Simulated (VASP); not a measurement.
# Fe (Im-3m) in VASP: a series of runs, part 2 of 2

VASP 6.6.1.

### 5 Equation of state, PBE+D3(BJ), collinear spin, ferromagnetic start, 10.79 Å³/atom (a relaxed cell with its volume scaled by 0.98)

Input file INCAR:

```
SYSTEM = Fe
ALGO = Normal
EDIFF = 1E-6
ENCUT = 520
GGA = PE
ISIF = 2
ISMEAR = -1
ISPIN = 2
IVDW = 12
LASPH = .True.
LCHARG = .False.
LMAXMIX = 4
LORBIT = 11
LREAL = .False.
LWAVE = .False.
MAGMOM = 3
NELM = 120
PREC = Accurate
SIGMA = 0.05
```

Input file KPOINTS:

```
k-points
0
Gamma
  12 12 12
  0 0 0
```

Input file POSCAR:

```
Fe                                      
1.0
   -1.3918635570      1.3918635570      1.3918635570
    1.3918635570     -1.3918635570      1.3918635570
    1.3918635570      1.3918635570     -1.3918635570
  Fe            
     1
Direct
     0.0000000000000000    0.0000000000000000    0.0000000000000000
```

The run is started by

```sh
> cat potpaw_PBE.64/Fe/POTCAR > POTCAR
> mpirun -np 1 vasp_std > vasp.out
```

Run time: 15 s. Hardware: 1 thread of Intel Xeon Platinum 8488C (Sapphire Rapids), shared host; peak memory 0.14 GiB.

The run converged. Its results:

```yaml
Free_energy: -8.6079 eV
Pressure: 4.6 GPa
Band_gap_on_the_k_mesh: none (metal or under the smearing width)
Net_moment: 2.07 μB per cell
Site_moments: Fe +2.06 μB
Valence_electrons_inside_the_program's_atomic_spheres: Fe 7.38
Dispersion_energy_per_atom: -0.377 eV
```

Caveat: pairwise dispersion overbinds metals, which lowers pressure and volume.

### 6 Equation of state, PBE+D3(BJ), collinear spin, ferromagnetic start, 11.01 Å³/atom

INCAR is that of step 5.

KPOINTS is that of step 5.

Input file POSCAR:

```
Fe                                      
1.0
   -1.4012683258      1.4012683258      1.4012683258
    1.4012683258     -1.4012683258      1.4012683258
    1.4012683258      1.4012683258     -1.4012683258
  Fe            
     1
Direct
     0.0000000000000000    0.0000000000000000    0.0000000000000000
```

Potentials or basis: VASP PAW PBE potentials, release 64 (Fe).

The run is started by

```sh
> cat potpaw_PBE.64/Fe/POTCAR > POTCAR
> mpirun -np 1 vasp_std > vasp.out
```

Run time: 13 s. Hardware: 1 thread of Intel Xeon Platinum 8488C (Sapphire Rapids), shared host; peak memory 0.14 GiB.

Results (log left out):

- Free energy: -8.6110 eV
- Pressure: -0.3 GPa
- Band gap on the k mesh: none (metal or under the smearing width)
- Net moment: 2.11 μB per cell
- Site moments: Fe +2.10 μB
- Valence electrons inside the program's atomic spheres: Fe 7.33
- Dispersion energy per atom: -0.369 eV

Caveat: pairwise dispersion overbinds metals, which lowers pressure and volume.

### 7 Equation of state, PBE+D3(BJ), collinear spin, ferromagnetic start, 11.23 Å³/atom (a relaxed cell with its volume scaled by 1.02)

INCAR is that of step 6.

KPOINTS is that of step 6.

Input file POSCAR:

```
Fe                                      
1.0
   -1.4105485190      1.4105485190      1.4105485190
    1.4105485190     -1.4105485190      1.4105485190
    1.4105485190      1.4105485190     -1.4105485190
  Fe            
     1
Direct
     0.0000000000000000    0.0000000000000000    0.0000000000000000
```

The run is started by

```sh
> cat potpaw_PBE.64/Fe/POTCAR > POTCAR
> mpirun -np 1 vasp_std > vasp.out
```

It took 14 s on 1 thread of Intel Xeon Platinum 8488C (Sapphire Rapids), shared host; peak memory 0.14 GiB.

The run converged. Its results:

| Item | Value |
| --- | --- |
| Free energy | -8.6085 eV |
| Pressure | -3.5 GPa |
| Band gap on the k mesh | none (metal or under the smearing width) |
| Net moment | 2.16 μB per cell |
| Site moments | Fe +2.15 μB |
| Valence electrons inside the program's atomic spheres | Fe 7.29 |
| Dispersion energy per atom | -0.362 eV |

Caveat: pairwise dispersion overbinds metals, which lowers pressure and volume.

### 8 Equation of state, PBE+D3(BJ), collinear spin, ferromagnetic start, 11.45 Å³/atom (a relaxed cell with its volume scaled by 1.04)

INCAR is that of step 7.

KPOINTS is that of step 7.

Input file POSCAR:

```
Fe                                      
1.0
   -1.4197081816      1.4197081816      1.4197081816
    1.4197081816     -1.4197081816      1.4197081816
    1.4197081816      1.4197081816     -1.4197081816
  Fe            
     1
Direct
     0.0000000000000000    0.0000000000000000    0.0000000000000000
```

The run is started by

```sh
> cat potpaw_PBE.64/Fe/POTCAR > POTCAR
> mpirun -np 1 vasp_std > vasp.out
```

Run time: 12 s. Hardware: 1 thread of Intel Xeon Platinum 8488C (Sapphire Rapids), shared host; peak memory 0.14 GiB.

It converged, with:

- Free energy: -8.6018 eV
- Pressure: -6.3 GPa
- Band gap on the k mesh: none (metal or under the smearing width)
- Net moment: 2.23 μB per cell
- Site moments: Fe +2.22 μB
- Valence electrons inside the program's atomic spheres: Fe 7.25
- Dispersion energy per atom: -0.355 eV

Caveat: pairwise dispersion overbinds metals, which lowers pressure and volume.

### 9 Equation of state, PBE+D3(BJ), collinear spin, ferromagnetic start

Potentials or basis: VASP PAW PBE potentials, release 64 (Fe).

No new run: the results of the series are fitted here.

What came out:

- Equilibrium volume: 11.01 Å³/atom (rough: see the caveat)
- Bulk modulus: 195 GPa (rough)

Energy against volume, from the lowest point:
| volume (Å³/atom) | energy (meV/atom) |
| --- | --- |
| 10.566 | 12.62 |
| 10.786 | 3.05 |
| 11.006 | 0.00 |
| 11.226 | 2.44 |
| 11.446 | 9.18 |

Caveat: the fit is doubtful: noisy points or a state that changes with volume.

### 10 For comparison

An earlier run on the cell as given: functional PBE; potentials or basis VASP PAW PBE potentials, release 64 (Fe); cutoff 520 eV; k mesh 13 × 13 × 13; occupations fermi-dirac, width 0.05 eV; collinear spin, ferromagnetic start; starting moments [3.0] μB.

* Pressure: -9.1 GPa
* Band gap on the k mesh: none (metal or under the smearing width)
* Net moment: 2.28 μB per cell
* Site moments: Fe +2.29 μB
* Valence electrons inside the program's atomic spheres: Fe 7.16

### 11 Summary

```tsv
task	level	spin	U	fixed moment (μB)	cell	k mesh	smearing	LDAUTYPE	hund's J	supercell matrix	ladder	gap on the mesh (eV)	pressure (GPa)	moment (μB)
single point	PBEsol+U	collinear, antiferromagnetic start	Fe d U = 3 eV, J = 0.5 eV	-	cell strained at random at fixed volume	9 × 9 × 9	methfessel-paxton 0.1 eV	2	0.5	[0, 1, 1, 1, 0, 1, 1, 1, 0]	-	none	4.8	0.00
electron localisation function	revPBE+D3+U	collinear, ferromagnetic start	Fe d U = 4 eV, J = 0.5 eV	3	Im-3m, 12.02 Å³/atom	9 × 9 × 9	gaussian 0.1 eV	2	0.5	-	-	-	-18.9	3.00
equation of state	PBE+D3(BJ)	collinear, ferromagnetic start	-	-	Im-3m, 11.01 Å³/atom	12 × 12 × 12	fermi-dirac 0.05 eV	-	-	-	gaps	-	-	-
single point	PBE	collinear, ferromagnetic start	-	-	Im-3m, 12.02 Å³/atom	13 × 13 × 13	fermi-dirac 0.05 eV	-	-	-	-	none	-9.1	2.28
```

Alike in all rows: potentials or basis VASP PAW PBE potentials, release 64 (Fe); cutoff (eV) 520.

Caveats: the PAW data sets were made with another functional, which shifts forces and pressure a little (some runs); the U is typed as a test and isn't derived for this compound (some runs); the moment is held away from its start (some runs); the total moment is fixed, so each spin has its own Fermi level (some runs); the fit is doubtful: noisy points or a state that changes with volume (some runs).

Total energies depend on the potentials used, so only differences within one code and one set of settings carry meaning.
